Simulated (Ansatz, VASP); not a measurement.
TiB in VASP and in Ansatz

File INCAR:

```
ALGO = Normal
EDIFF = 1E-7
ENCUT = 520
GGA = PS
ISIF = 2
ISMEAR = -1
KPAR = 2
LASPH = T
LCHARG = F
LREAL = F
LWAVE = F
NBANDS = 40
NELM = 60
PREC = Accurate
SIGMA = 0.05
```

Contents of KPOINTS:

```
k-points
0
Gamma
  5 9 6
```

POSCAR

```
TiB
1.0
    5.9950669853      0.0000000000      0.0000000000
    0.0000000000      2.9975334927      0.0000000000
    0.0000000000      0.0000000000      4.4669126557
Ti B
4 4
Direct
    0.6770000000      0.2500000000      0.3770000000
    0.3230000000      0.7500000000      0.6230000000
    0.8230000000      0.7500000000      0.8770000000
    0.1770000000      0.2500000000      0.1230000000
    0.5290000000      0.2500000000      0.8970000000
    0.4710000000      0.7500000000      0.1030000000
    0.9710000000      0.7500000000      0.3970000000
    0.0290000000      0.2500000000      0.6030000000
```

input.yaml

```yaml
crystal:
  lattice:
    - [5.9950669853, 0.0, 0.0]
    - [0.0, 2.9975334927, 0.0]
    - [0.0, 0.0, 4.4669126557]
  atoms:
    - { symbol: Ti, position: [0.677, 0.25, 0.377] }
    - { symbol: Ti, position: [0.323, 0.75, 0.623] }
    - { symbol: Ti, position: [0.823, 0.75, 0.877] }
    - { symbol: Ti, position: [0.177, 0.25, 0.123] }
    - { symbol: B, position: [0.529, 0.25, 0.897] }
    - { symbol: B, position: [0.471, 0.75, 0.103] }
    - { symbol: B, position: [0.971, 0.75, 0.397] }
    - { symbol: B, position: [0.029, 0.25, 0.603] }
hamiltonian:
  xc: pbesol
  pseudopotentials: { kind: paw }
kpoints:
  mp_grid: { grid: [5, 9, 6] }
scf:
  occupations: { method: fermi_dirac, width: 0.05 }
output:
  forces: true
  stress: true
  eigenvalues: true
```

Change from the starting cell: volume scaled by 0.94.

Alike in both runs: task single point; functional PBEsol; k mesh 5 × 9 × 6; occupations fermi-dirac, width 0.05 eV; no spin polarisation.

```csv
,VASP,Ansatz
version,VASP 6.6.1,Ansatz 0.2.0
potentials or method,"VASP PAW PBE potentials, release 64 (Ti_sv, B)",Ansatz PAW
plane-wave cutoff (eV),520,420
valence electrons in the cell,60,60
```

Ansatz gave:

| Property | Result |
| --- | --- |
| gap on the k mesh at the Fermi level (eV) | none |
| pressure (GPa) | 8.4 |
| largest component of the traceless stress (GPa) | 0.69 |
| rms of the force components (eV/Å) | 0.084 |

Problem. Which values does VASP return?

Solution. gap on the k mesh at the Fermi level (eV): none; pressure (GPa): 8.5; largest component of the traceless stress (GPa): 0.72; rms of the force components (eV/Å): 0.084.

Atom by atom the forces differ by 0.005 eV/Å (rms over components). A gap of «none» marks a metal or a gap that the smearing closes.

Caveats: the PAW data sets were made with another functional, which shifts forces and pressure a little (VASP); the PAW data sets come from PBE, with cores solved anew for the run's functional, which leaves a small shift of forces and pressure (Ansatz).
